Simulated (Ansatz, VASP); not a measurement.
## Two plane-wave programs on Sr

Contents of POSCAR:

```
Sr
1.0
    4.3100000000      0.0000000000      0.0000000000
   -2.1550000000      3.7325690000      0.0000000000
    0.0000000000      0.0000000000      7.0500000000
Sr
2
Direct
    0.3333333333      0.6666666667      0.2500000000
    0.6666666667      0.3333333333      0.7500000000
```

File INCAR.step1:

```
PREC     = Accurate       # precision mode
ENCUT    = 520            # plane-wave cutoff, eV
ISMEAR   = 1              # smearing method
SIGMA    = 0.1            # smearing width, eV
LREAL    = F              # projectors in reciprocal space
LASPH    = T              # aspherical terms in the spheres
NELM     = 80             # most SCF steps
NBANDS   = 17             # bands
GGA      = PE             # functional
ALGO     = Normal         # electronic algorithm
EDIFF    = 1E-4           # SCF threshold, eV
LWAVE    = T              # write WAVECAR
LCHARG   = F              # write CHGCAR
```

Contents of INCAR.step2:

```
PREC     = Accurate       # precision mode
ENCUT    = 520            # plane-wave cutoff, eV
EDIFF    = 1E-7           # SCF threshold, eV
ISMEAR   = 1              # smearing method
SIGMA    = 0.1            # smearing width, eV
LREAL    = F              # projectors in reciprocal space
LASPH    = T              # aspherical terms in the spheres
NELM     = 80             # most SCF steps
ALGO     = Normal         # electronic algorithm
ISIF     = 2              # what is computed and relaxed
LWAVE    = F              # write WAVECAR
LCHARG   = F              # write CHGCAR
METAGGA  = R2SCAN         # meta-GGA
LMIXTAU  = T            
NBANDS   = 17             # bands
ISTART   = 1
```

File KPOINTS:

```
regular mesh
0
Gamma
  6 6 3
```

Input for Ansatz:

```yaml
crystal:
  lattice:
    - [4.31, 0.0, 0.0]
    - [-2.155, 3.732569, 0.0]
    - [0.0, 0.0, 7.05]
  atoms:
    - { symbol: Sr, position: [0.3333333333333333, 0.6666666666666666, 0.25] }
    - { symbol: Sr, position: [0.6666666666666666, 0.3333333333333333, 0.75] }
basis:
  ecutwfc: 503.410645550778
kpoints:
  mp_grid:
    grid: [6, 6, 3]
hamiltonian:
  xc: r2scan
scf:
  occupations:
    method: methfessel_paxton
    width: 0.1
output:
  forces: true
  stress: true
```

This isn't the form of Sr at room conditions, which is fcc.

Alike in both runs: task single point; functional r2SCAN; k mesh 6 × 6 × 3; occupations methfessel-paxton of order 1, width 0.1 eV; no spin polarisation.

|  | VASP | Ansatz |
| --- | --- | --- |
| version | VASP 6.6.1 | Ansatz 0.2.0 |
| potentials or method | VASP PAW PBE potentials, release 64 (Sr_sv) | plane waves, PAW |
| plane-wave cutoff (eV) | 520 | 503 |
| valence electrons in the cell | 20 | 20 |

|  | VASP | Ansatz | Ansatz less VASP |
| --- | --- | --- | --- |
| pressure (GPa) | 0.2 | 0.2 | -0.02 |
| largest component of the traceless stress (GPa) | 0.51 | 0.50 | -0.007 |

With one functional, cell and mesh, what is left measures potentials, basis and numerics.

Caveats: the PAW data sets were made with another functional, which shifts forces and pressure a little (VASP).
